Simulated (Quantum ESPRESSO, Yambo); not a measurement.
Planning a run of Yambo 5.3.0 on AgBr (Fm-3m). The input:

```
HF_and_locXC
gw0
dyson
ppa
em1d
rim_cut
RandQpts= 1000000
RandGvec= 1 RL
EXXRLvcs= 76 Ry
VXCRLvcs= 304 Ry
Chimod= "HARTREE"
% BndsRnXp
 1 | 490 |
%
NGsBlkXp= 17 Ry
% LongDrXp
 1 | 1 | 1 |
%
% GbndRnge
 1 | 490 |
%
DysSolver= "n"
ExtendOut
PPAPntXp= 27.21138 eV
% QPkrange
 3 | 3 | 33 | 40 |
 1 | 1 | 33 | 40 |
%
```

The database entry behind the starting cell differs from later determinations by our own check (about 0.6 % short of the room-temperature cell), so it need not match the best structure at ambient conditions.

```sh
OMP_NUM_THREADS=1 mpirun -n 4 yambo -F gw4.in -J gw4 -C gw4 > gw4.log
```

The stored states that it reads are on a 4×4×4 mesh. It takes space group Fm-3m (No. 225, cubic). The conventional cell has a = 5.740 Å, b = 5.740 Å, c = 5.740 Å, α = 90.00°, β = 90.00°, γ = 90.00°. Nearest to Ag lie 6 Br at 2.87 Å. Nearest to Br lie 6 Ag at 2.87 Å. Farther neighbours and most contacts between anions are not listed.

Question: Estimate wall time and host memory on 4 MPI ranks of Arm Neoverse V1, shared host.

It took 28 min; on shared hardware allow 14 min to 57 min. Peak host memory was 4.5 GiB.

The screening grows as filled bands × empty bands × pairs of k points, times the square of the screening basis for the matrix.

[Paths, hosts, dates, memory and timing lines, banners, echoed tables and standing remarks are left out of the program output.]

[Logs are printed without paths, hosts, clocks, repeated set-up lines and the standing remarks that a program may print on its own settings, such as how far it seeks lower states.]

[Runs of the session that timed out or met a known fault of the program may be left out.]

[Hosts, paths, dates, database ids (printed as entryN), source tags and the programs' standing remarks are cut or masked in the printed files.]
